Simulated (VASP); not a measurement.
Here is a VASP 6.6.1 calculation.

INCAR

```
SYSTEM = SrO
PREC     = Accurate       ! precision mode
ENCUT    = 520            ! plane-wave cutoff, eV
EDIFF    = 1E-6           ! SCF threshold, eV
ISMEAR   = 0              ! smearing method
SIGMA    = 0.01           ! smearing width, eV
LREAL    = .False.        ! projectors in reciprocal space
LASPH    = .True.         ! aspherical terms in the spheres
NELM     = 100            ! most SCF steps
ALGO     = Normal         ! electronic algorithm
ISIF     = 2              ! what is computed and relaxed
LWAVE    = .False.        ! write WAVECAR
LCHARG   = .True.         ! write CHGCAR
GGA      = PE             ! functional
LELF     = .True.         ! ELF
LVHAR    = .True.       
NBANDS   = 15             ! bands
```

The input KPOINTS:

```
Automatic mesh
0
Gamma
  6 6 6
  0 0 0
```

POSCAR

```
SrO
1.0
    0.0000000000      2.7922805169      2.7922805169
    2.7922805169      0.0000000000      2.7922805169
    2.7922805169      2.7922805169      0.0000000000
Sr O
1 1
Direct
    0.0000000000      0.0000000000      0.0000000000
    0.2500000000      0.2500000000      0.2500000000
```

Potentials or basis: VASP PAW PBE potentials, release 64 (Sr_sv, O).

Command:

```sh
$ cat potpaw_PBE.64/Sr_sv/POTCAR potpaw_PBE.64/O/POTCAR > POTCAR
$ mpirun -np 1 vasp_std > vasp.out
```

Question: Predict the band gap on the k mesh.

Answer: 2.53 eV, indirect (least direct gap 3.37 eV).

Question: What does it give for the pressure?

Answer: 1.4 GPa.

A k mesh can miss the band edges.
